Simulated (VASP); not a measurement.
# MgO (P-6m2) in VASP: a series of runs

One crystal, MgO, is run at these levels: PBE; tasks: G0W0 quasiparticle levels.

Program: VASP 6.6.1. These are calculated values, not measurements. Logs are shortened: lines on timing, memory, paths and dates and some standing lists are left out, and cuts for length are marked.

### Step 1. Starting point

Symmetry: P-6m2, No. 187, hexagonal system. The conventional cell has a = 2.938 Å, b = 2.938 Å, c = 2.680 Å, α = 90.00°, β = 90.00°, γ = 120.00°. Around Mg (site symmetry -6m2) lie 6 O at 2.16 Å. Around O (site symmetry -6m2) lie 6 Mg at 2.16 Å.

Measurements of this composition are mostly on another form, of space group No. 225.

### Step 2. G0W0 quasiparticle levels, PBE

POSCAR

```
MgO
1.0
    2.9380209034      0.0000000000      0.0000000000
   -1.4690104517      2.5444007392      0.0000000000
    0.0000000000      0.0000000000      2.6796800000
Mg O
1 1
Direct
    0.0000000000      0.0000000000      0.0000000000
    0.3333333333      0.6666666667      0.5000000000
```

INCAR.step1

```
ALGO = Fast ; EDIFF = 1E-8
ENCUT = 450 ; GGA = PE
ISMEAR = 0 ; LASPH = True
LCHARG = False ; LREAL = False
LWAVE = True ; NELM = 60
PREC = Accurate ; SIGMA = 0.01
```

INCAR.step2

```
ALGO = Exact ; EDIFF = 1E-8
ENCUT = 450 ; GGA = PE
ISMEAR = 0 ; ISTART = 1
LASPH = True ; LCHARG = False
LOPTICS = True ; LREAL = False
LWAVE = True ; NBANDS = 52
NELM = 1 ; PREC = Accurate
SIGMA = 0.01
```

INCAR.step3

```
ALGO = EVGW0 ; EDIFF = 1E-8
ENCUT = 450 ; ENCUTGW = 150
GGA = PE ; ISMEAR = 0
ISTART = 1 ; LASPH = True
LCHARG = False ; LREAL = False
LWAVE = False ; NBANDS = 52
NBANDSGW = 12 ; NELMGW = 1
NOMEGA = 72 ; PREC = Accurate
PRECFOCK = Fast ; SIGMA = 0.01
```

KPOINTS

```
k-points
0
Gamma
  3 3 3
```

Potentials or basis: VASP PAW PBE potentials, release 64 (Mg_GW, O_GW).

Run with:

```sh
> cat potpaw_PBE.64/Mg_GW/POTCAR potpaw_PBE.64/O_GW/POTCAR > POTCAR
> cp INCAR.step1 INCAR
> mpirun -np 1 vasp_std > vasp.out
> cp INCAR.step2 INCAR
> mpirun -np 1 vasp_std > vasp.out
> cp INCAR.step3 INCAR
> mpirun -np 1 vasp_std > vasp.out
```

OUTCAR:

```text
EDIFF = 1E-8
   ENCUT = 450
   ENCUTGW = 150
   GGA = PE
   ISMEAR = 0
   ISTART = 1
   LASPH = True
   LREAL = False
   NELMGW = 1
   PREC = Accurate
   PRECFOCK = Fast

 Found      6 irreducible k-points:

 Following reciprocal coordinates:
            Coordinates               Weight
  0.000000  0.000000  0.000000      1.000000
  0.333333  0.000000  0.000000      6.000000
  0.333333  0.333333  0.000000      2.000000
  0.000000  0.000000  0.333333      2.000000
  0.333333  0.000000  0.333333     12.000000
  0.333333  0.333333  0.333333      4.000000
   k-points           NKPTS =      6   k-points in BZ     NKDIM =     27   number of bands    NBANDS=     52
   number of dos      NEDOS =    301   number of ions     NIONS =      2
   total plane-waves  NPLWV =   8000
   dimension x,y,z NGX =    20 NGY =   20 NGZ =   20
   dimension x,y,z NGXF=    40 NGYF=   40 NGZF=   40
   ions per type =               1   1
   NGX,Y,Z   is equivalent  to a cutoff of  11.32, 11.32, 12.41 a.u.
   NGXF,Y,Z  is equivalent  to a cutoff of  22.63, 22.63, 24.82 a.u.
 SYSTEM =  unknown system
   PREC   = accura    normal or accurate (medium, high low for compatibility)
   ISTART =      1    job   : 0-new  1-cont  2-samecut
   ICHARG =      0    charge: 1-file 2-atom 10-const
   ISPIN  =      1    spin polarized calculation?
   LNONCOLLINEAR =      F non collinear calculations
   LSORBIT =      F    spin-orbit coupling
   LASPH  =      T    aspherical Exc in radial PAW
   ENCUT  =  450.0 eV  33.07 Ry    5.75 a.u.   5.08  5.08  4.63*2*pi/ulx,y,z
   NELM   =     60;   NELMIN=  2; NELMDL=  0     # of ELM steps
   EDIFF  = 0.1E-07   stopping-criterion for ELM
   LREAL  =      F    real-space projection
   EDIFFG = 0.1E-06   stopping-criterion for IOM
   NSW    =      0    number of steps for IOM
   IBRION =     -1    ionic relax: 0-MD 1-quasi-New 2-CG
   NFREE  =      0    steps in history (QN), initial steepest desc. (CG)
   ISIF   =      0    stress and relaxation
   ISYM   =      3    0-nonsym 1-usesym 2-fastsym
   POTIM  = 0.5000    time-step for ionic-motion
   TEBEG  =    0.0;   TEEND  =   0.0 temperature during run
   PSTRESS=    0.0 pullay stress
   NELECT =       8.0000    total number of electrons
   NUPDOWN=      -1.0000    fix difference up-down
   EMIN   =  10.00;   EMAX   =-10.00  energy-range for DOS
   EFERMI =   0.00;   METHOD = LEGACY
   ISMEAR =     0;   SIGMA  =   0.01  broadening in eV -4-tet -1-fermi 0-gaus
   EFERMI_NEDOS =   21; number of points for ismear=-14 and -15
   IALGO  =     38    algorithm
   IMIX   =      4    mixing-type and parameters
     AMIX     =   0.40;   BMIX     =  1.00
     AMIX_MAG =   1.60;   BMIX_MAG =  1.00
  volume/ion in A,a.u.               =      10.02        67.59
  Fermi-wavevector in a.u.,A,eV,Ry     =   1.205583  2.278221 19.775115  1.453430
  Thomas-Fermi vector in A             =   2.341275
   LORBIT       =      0    0 simple, 1 ext, 2 COOP (PROOUT), +10 PAW based schemes
   GGA     = PE    functional components
   LHFCALC =     T    Hartree Fock is set to
   PRECFOCK=fast      Normal, Fast or Accurate (Low or Medium for compatibility)
   ENCUT4O =  -1.0   cutoff for four orbital integrals eV
   NKREDX  =     1    reduce k-point grid by
   NKREDY  =     1    reduce k-point grid by
   NKREDZ  =     1    reduce k-point grid by
   AEXX    =    1.0000 exact exchange contribution
   HFSCREEN=    0.0000 screening length (either q_TF or 0.3 A-1)
   HFSCREENC=   0.0000 screening length for correlation (either q_TF or 0.3 A-1)
   ENCUTFOCK=  -1.0 apply spherical cutoff to Coloumb kernel
   IVDW    =     0    specifies the selected vdW correction
   LEPSILON=     F    determine dielectric tensor
   LRPA    =     F    only Hartree local field effects (RPA)
   LRPAFORCE           =     F    calculate RPA forces
   ENCUTGW             = 150.0    cutoff for response function in eV
   ENCUTGWSOFT         = 120.0    soft cutoff for Coulomb kernel in GW response function in eV
   ENCUTLF             =  -1.0    cutoff for local field effects
   NELMGW              =     1    number of iterations in solving QP/BSE equation
   NELMHF              =     1    number of iterations in the inner HF iteration
   NKREDLFX            =     1    NKREDLFY  =   1   NKREDLFZ  =   1
 non-spin polarized calculation
 Gauss-broadening in eV      SIGMA  =   0.01
  energy-cutoff  :      450.00
  volume of cell :       20.03
 maximum number of plane-waves:       447
  NGX = 12; NGY = 12; NGZ = 10
   NGX = 11   NGY = 11   NGZ =  9
 maximum number of plane-waves:        93

 QP shifts <psi_nk| G(iteration)W_0 |psi_nk>: iteration 1
 for sc-GW calculations column KS-energies equals QP-energies in previous step
 and V_xc(KS)=  KS-energies - (<T + V_ion + V_H > + <T+V_H+V_ion>^1  + <V_x>^1)

 k-point   1 :       0.0000    0.0000    0.0000
  band No.  KS-energies  QP-energies   sigma(KS)   V_xc(KS)     V^pw_x(r,r')   Z            occupation Imag(sigma)

      1     -14.0514     -15.8411     -20.7951     -18.1185     -29.8309       0.6686       2.0000       1.1416
      2       2.7905       1.8509     -20.4109     -19.1490     -24.8620       0.7446       2.0000       0.1024
      3       2.7905       1.8509     -20.4109     -19.1490     -24.8620       0.7446       2.0000       0.1024
      4       2.9934       2.0117     -20.5729     -19.2553     -25.0520       0.7450       2.0000       0.1062
      5       6.3348       7.2725     -10.0199     -11.1969      -6.4452       0.7967       0.0000      -0.0825
      6      15.1989      16.1482      -7.7234      -8.9289      -3.1427       0.7875       0.0000      -0.1055
      7      18.8451      19.8550      -7.4564      -8.7582      -2.6576       0.7758       0.0000      -0.1950
      8      18.8451      19.8550      -7.4564      -8.7582      -2.6576       0.7758       0.0000      -0.1950
      9      23.1418      23.9560      -7.3856      -8.4528      -2.0767       0.7629       0.0000      -0.6133
     10      24.1055      25.3462      -9.2941     -10.9707      -3.4194       0.7400       0.0000      -0.6058
     11      25.7686      27.1329      -9.3863     -11.2092      -3.4218       0.7484       0.0000      -0.6368
     12      25.7686      27.1329      -9.3863     -11.2092      -3.4218       0.7484       0.0000      -0.6368

 k-point   2 :       0.3333    0.0000    0.0000
  band No.  KS-energies  QP-energies   sigma(KS)   V_xc(KS)     V^pw_x(r,r')   Z            occupation Imag(sigma)

      1     -13.3016     -15.0459     -21.5633     -18.9230     -30.5231       0.6607       2.0000       1.0388
      2      -0.6933      -1.9741     -16.7741     -14.9984     -21.1861       0.7213       2.0000       0.1451
      3       2.2382       1.2146     -19.8630     -18.4795     -24.3327       0.7399       2.0000       0.1063
      4       3.2573       2.3180     -20.8821     -19.6329     -25.3549       0.7519       2.0000       0.1035
      5       9.4490      10.4593     -10.1902     -11.4787      -6.3493       0.7841       0.0000      -0.0883
      6      13.8168      15.0756      -9.7732     -11.4007      -5.3661       0.7735       0.0000      -0.1149
      7      17.0286      18.2636      -9.4337     -11.0204      -4.7354       0.7783       0.0000      -0.1532
      8      20.6299      21.9603      -9.1099     -10.8127      -3.7298       0.7813       0.0000      -0.4067
      9      22.6502      23.8281      -7.9654      -9.5500      -2.8800       0.7433       0.0000      -0.3188
     10      24.2612      25.2902      -7.7374      -9.0559      -2.2680       0.7804       0.0000      -0.5423
     11      28.4014      29.6469      -8.1838      -9.7557      -2.5303       0.7923       0.0000      -0.7171
     12      28.6775      30.0082      -8.1250      -9.7897      -2.3205       0.7994       0.0000      -0.8050

 k-point   3 :       0.3333    0.3333    0.0000
  band No.  KS-energies  QP-energies   sigma(KS)   V_xc(KS)     V^pw_x(r,r')   Z            occupation Imag(sigma)

      1     -12.8757     -14.6198     -22.0708     -19.4571     -31.0034       0.6673       2.0000       0.9762
      2      -0.3232      -1.5799     -17.2333     -15.4963     -21.7024       0.7235       2.0000       0.1419
      3      -0.3058      -1.6280     -16.8002     -14.9803     -21.1313       0.7265       2.0000       0.1353
      4       3.4002       2.4846     -21.0648     -19.8525     -25.5387       0.7553       2.0000       0.1029
      5      11.8025      12.9525     -11.3131     -12.8228      -7.2643       0.7617       0.0000      -0.1082
      6      14.6286      16.3057     -12.0956     -14.3123      -7.7292       0.7566       0.0000      -0.1178
      7      14.8407      16.0639      -9.5099     -11.0921      -4.8843       0.7730       0.0000      -0.1374
      8      22.7664      23.7521      -7.4660      -8.7763      -2.5363       0.7523       0.0000      -0.2866
      9      23.0114      23.8418      -7.2677      -8.4183      -1.7510       0.7217       0.0000      -0.3930
     10      24.3210      25.7585      -7.7142      -9.5393      -2.5749       0.7876       0.0000      -0.3511
     11      24.5227      25.5455      -7.8720      -9.1382      -2.5427       0.8077       0.0000      -0.4735
     12      26.4846      27.5318      -7.4757      -8.8506      -2.0928       0.7617       0.0000      -0.5220

 k-point   4 :       0.0000    0.0000    0.3333
  band No.  KS-energies  QP-energies   sigma(KS)   V_xc(KS)     V^pw_x(r,r')   Z            occupation Imag(sigma)

      1     -13.2809     -14.9988     -21.4838     -18.8467     -30.4449       0.6515       2.0000       1.0437
      2      -1.0203      -2.2896     -16.6888     -14.9208     -21.1959       0.7179       2.0000       0.1630
      3       3.1674       2.2818     -20.7890     -19.6032     -25.2122       0.7468       2.0000       0.0997
      4       3.1674       2.2818     -20.7890     -19.6032     -25.2122       0.7468       2.0000       0.0997
      5       9.6822      10.8088     -11.0908     -12.5341      -7.3201       0.7805       0.0000      -0.0895
      6      14.2254      15.4585     -10.5811     -12.2173      -6.0411       0.7536       0.0000      -0.1334
      7      20.1860      21.1990      -7.4919      -8.7611      -2.6066       0.7982       0.0000      -0.2570
      8      20.1860      21.1990      -7.4919      -8.7611      -2.6066       0.7982       0.0000      -0.2570
      9      22.4089      23.7274      -8.1649      -9.8554      -3.1754       0.7799       0.0000      -0.2625
     10      22.4089      23.7274      -8.1649      -9.8554      -3.1754       0.7799       0.0000      -0.2625
     11      24.9869      25.7412      -7.3761      -8.3126      -1.7102       0.8053       0.0000      -0.6959
     12      26.7540      27.9416      -7.0330      -8.5856      -1.5502       0.7649       0.0000      -0.5592

 k-point   5 :       0.3333    0.0000    0.3333
  band No.  KS-energies  QP-energies   sigma(KS)   V_xc(KS)     V^pw_x(r,r')   Z            occupation Imag(sigma)

      1     -12.6841     -14.4182     -22.1268     -19.4959     -30.9950       0.6591       2.0000       0.9917
      2      -0.1420      -1.3808     -17.5193     -15.8135     -21.9801       0.7262       2.0000       0.1367
      3       0.4973      -0.7274     -18.2656     -16.5962     -22.7863       0.7336       2.0000       0.1292
      4       2.6057       1.6369     -20.2480     -18.9461     -24.7013       0.7442       2.0000       0.1048
      5      10.2657      11.2201      -9.5970     -10.8206      -5.6756       0.7800       0.0000      -0.0909
      6      14.0770      15.2294      -8.9110     -10.3842      -4.4558       0.7822       0.0000      -0.1136
      7      17.5568      18.9731     -10.6253     -12.4714      -5.6905       0.7672       0.0000      -0.2224
      8      19.1051      20.3616      -9.6573     -11.3164      -4.6200       0.7573       0.0000      -0.2504
      9      19.4153      20.5853      -7.9340      -9.4416      -2.9784       0.7761       0.0000      -0.2470
     10      24.4773      25.7565      -8.0469      -9.6617      -2.5769       0.7922       0.0000      -0.5848
     11      24.9210      26.2000      -8.7122     -10.3240      -3.3095       0.7935       0.0000      -0.4679
     12      31.3109      32.7228      -7.3658      -9.0698      -1.7014       0.8285       0.0000      -0.9542

 k-point   6 :       0.3333    0.3333    0.3333
  band No.  KS-energies  QP-energies   sigma(KS)   V_xc(KS)     V^pw_x(r,r')   Z            occupation Imag(sigma)

      1     -12.3508     -14.1105     -22.5097     -19.9089     -31.3587       0.6766       2.0000       0.9729
      2       0.5429      -0.6754     -18.0828     -16.4248     -22.5381       0.7348       2.0000       0.1284
      3       0.5548      -0.6823     -17.9256     -16.2473     -22.3246       0.7371       2.0000       0.1259
      4       0.6311      -0.5538     -18.8022     -17.1835     -23.4321       0.7320       2.0000       0.1276
      5      10.3439      11.1160      -8.1791      -9.1622      -4.0414       0.7854       0.0000      -0.0935
      6      14.3392      15.7029      -9.1645     -10.9097      -4.8303       0.7814       0.0000      -0.1100
      7      17.1807      18.5480      -9.5544     -11.3342      -4.7143       0.7682       0.0000      -0.1516
      8      18.4935      19.6504     -10.0536     -11.5690      -5.1345       0.7634       0.0000      -0.2425
      9      18.5988      20.1773     -11.2561     -13.3477      -6.0926       0.7546       0.0000      -0.2833
     10      24.6062      25.8694      -9.2581     -10.8648      -3.6880       0.7862       0.0000      -0.5314
     11      29.4038      30.8427      -7.9677      -9.7826      -2.3428       0.7928       0.0000      -0.7105
     12      30.6721      31.9249      -7.1395      -8.6434      -1.5206       0.8330       0.0000      -0.9099
```

It took 7.6 s on 1 thread of Intel Xeon 6975P-C (Granite Rapids), shared host; peak memory 0.15 GiB.

The run converged, but some of its settings lie outside the range that counts as converged, so its numbers aren't taken as properties of the crystal.

Results:

| Item | Value |
| --- | --- |
| Band gap on the k mesh, mean-field level | 2.93 eV, indirect (least direct gap 3.34 eV) |
| Quasiparticle gap | 4.79 eV |
| Least direct quasiparticle gap | 5.26 eV |

Caveat: the k mesh is coarse (spacing up to 0.82 Å⁻¹), so the values aren't converged; bands, screening cutoff and mesh are small and nothing is extrapolated, so the quasiparticle values aren't converged; an odd mesh through Γ misses points on the zone boundary, where band edges often lie.

[end of part 1 of 2]
